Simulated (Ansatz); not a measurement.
## A series in volume scale on W

Results calculated with Ansatz 0.2.0, not measured. Plane-wave DFT, scalar-relativistic PAW made under PBE with cores redone for the functional, no dispersion; the given relaxed cell is scaled uniformly, energy at zero smearing counts from the unscaled cell, pressure at the given Fermi-Dirac smearing is positive in compression.

The cell before it is scaled or strained (space group Fm-3m, No. 225):
```
W
1.0
      0.0000     2.0252     2.0252
      2.0252     0.0000     2.0252
      2.0252     2.0252     0.0000
W
1
Direct
  0.00000 0.00000 0.00000
```

Settings of every row: spin polarised no; functional revPBE; wave cutoff 420 eV; smearing width 0.1 eV; k mesh 15x15x15.

Atom starting moment: 0 on all atoms.

Limits: all rows lie far from zero pressure; no spin-orbit coupling, which can matter with elements this heavy; the cell comes from a prototype or a list of computed structures and needn't be the stable phase.

```csv
row,volume scale,V (Å³/atom),pressure (GPa),energy change per atom (meV)
1,0.88,14.619,45.1,246.67
2,0.92,15.283,26.84,100.36
3,0.96,15.948,11.95,22.29
4,1.04,17.277,-10.19,23.4
5,1.08,17.941,?,?
6,1.12,18.606,-24.86,175.09
```

Question: what pressure and energy change per atom should row 5 give?

Worked fit of pressure. Take u = (V_r/V)^(2/3) − 1 with V_r = 15.948 Å³ an atom, which is twice the finite (Eulerian) strain; such expansions in the strain, on which the Birch-Murnaghan equation of state is built, carry the rest volume and the bulk modulus. The shown rows have u = 0.05972, 0.0288, 0, -0.05196, -0.09766. Least squares give pressure = 11.972 + 486.64 × u + 1125.2 × u² GPa; a straight line predicts inner rows, each left out in turn, worse (root mean square 3.2 against 0.12 GPa). The rows lie off it by 0.05, -0.08, -0.02, 0.09, -0.04 (root mean square 0.062 GPa). The pressure vanishes at u = -0.0262, or V = 16.6 Å³ an atom, and there the bulk modulus at fixed shape and fractions is B = −V dP/dV = (2/3)(1 + u) dP/du = 278 GPa. The withheld row has u = -0.0755, so the fit gives 11.972 + 486.64 × (-0.0755) + 1125.2 × (-0.0755)² = -18.36 GPa.

The calculation gave -18.29 GPa. The fit lies 0.07 GPa (0.1 % of the column's range) below it; its largest miss of a shown row is 0.09 GPa.

Worked fit of energy change per atom. Take u = (V_r/V)^(2/3) − 1 with V_r = 15.948 Å³ an atom, which is twice the finite (Eulerian) strain; such expansions in the strain, on which the Birch-Murnaghan equation of state is built, carry the rest volume and the bulk modulus. The shown rows have u = 0.05972, 0.0288, 0, -0.05196, -0.09766. Least squares give energy change per atom = 22.323 + 1737.15 × u + 33808 × u² meV; a straight line predicts inner rows, each left out in turn, worse (root mean square 96 against 0.081 meV). The rows lie off it by 0.03, -0.03, -0.03, 0.06, -0.03 (root mean square 0.038 meV). Its lowest point lies at u = -0.0257, or V = 16.58 Å³ an atom, and the curvature there gives the bulk modulus at fixed shape and fractions, B = (4/9)(1 + u)² E″(u)/V = 276 GPa. The withheld row has u = -0.0755, so the fit gives 22.323 + 1737.15 × (-0.0755) + 33808 × (-0.0755)² = 83.88 meV.

The calculation gave 84.1 meV. The fit lies 0.22 meV (0.098 % of the column's range) below it; its largest miss of a shown row is 0.06 meV.
